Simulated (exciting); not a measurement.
Crystal: Rh.

```
CELL_PARAMETERS angstrom
2.73098 0.00000 0.00000
-1.36549 2.36510 0.00000
0.00000 0.00000 4.42849
ATOMIC_POSITIONS crystal
Rh 0.33333 0.66667 0.25000
Rh 0.66667 0.33333 0.75000
```

This isn't the form of Rh at room conditions, which is fcc.

- Program: exciting (release sodium)
- Task: single point
- Functional: PBEsol
- Potentials or basis: all-electron LAPW+lo, shipped species files, valence relativity iora*
- rgkmax: 9
- k mesh: 11 × 11 × 6
- Occupations: fermi-dirac, width 0.05 eV
- Spin: no spin polarisation
- gmaxvr (cutoff of density and potential): 14 1/bohr
- lmaxapw (and lmaxmat): 10
- lmaxvr: 8
- nempty: 18
- Valence relativity: iora*
- epsengy: 1e-05 Ha
- epspot: 1e-05 Ha
- maxscl: 60
- Muffin-tin radii: Rh 2.3 bohr

On this cell: largest force under 0.003 eV/Å; band gap on the k mesh none (metal or under the smearing width).

The same run follows on a disturbed copy (atoms moved at random, drawn with an rms of 0.05 Å):

```xyz
2
Lattice="2.7310 0.0000 0.0000 -1.3655 2.3651 0.0000 0.0000 0.0000 4.4285" Properties=species:S:1:pos:R:3 pbc="T T T"
Rh    0.0101    1.5287    1.0722
Rh    1.3385    0.8279    3.3681
```

Question: What changes?

Answer: The energy (extrapolated to zero smearing) moves by +23.8 meV/atom; largest force 0.827 eV/Å; band gap on the k mesh none (metal or under the smearing width).

Forces in eV/Å, atoms in the order of the input:
```
Rh  -0.158  0.330  0.742
Rh   0.158 -0.330 -0.742
```

Caveats: the free energy is that total less TS from the occupations.
